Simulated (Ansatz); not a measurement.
# Straining Mo

Computed with DFT PBEsol, scalar-relativistic, plane waves, PAW (Ansatz 0.2.0). Settings: 420 eV cutoff, 14×14×14 k-mesh, Gaussian smearing of 0.10 eV, no spin polarisation.

Reference structure (relaxed):

```yaml
crystal:
  lattice:
    - [3.12934, 0.00000, 0.00000]
    - [0.00000, 3.12934, 0.00000]
    - [0.00000, 0.00000, 3.12934]
  atoms:
    - { symbol: Mo, position: [0.00000, 0.00000, 0.00000] }
    - { symbol: Mo, position: [0.50000, 0.50000, 0.50000] }
```

Deformation: uniaxial strain along c, with the lengths of a and b and the atoms relaxed and the angles held, all within the symmetry that the strain leaves. Energies are extrapolated to zero smearing. Stress is positive in compression, on the Cartesian axes of the cell above. On this cell's mesh the reference holds a stress of up to 0.21 GPa.

Strains computed: -6.0, -4.0, -2.0, +2.0, +4.0, +6.0 %.

Question: At which strain does the energy stand 73.8 meV/atom over the relaxed crystal with σxx = 0.00, σyy = 0.00, σzz = 26.78 GPa?

Answer: -6.0 %.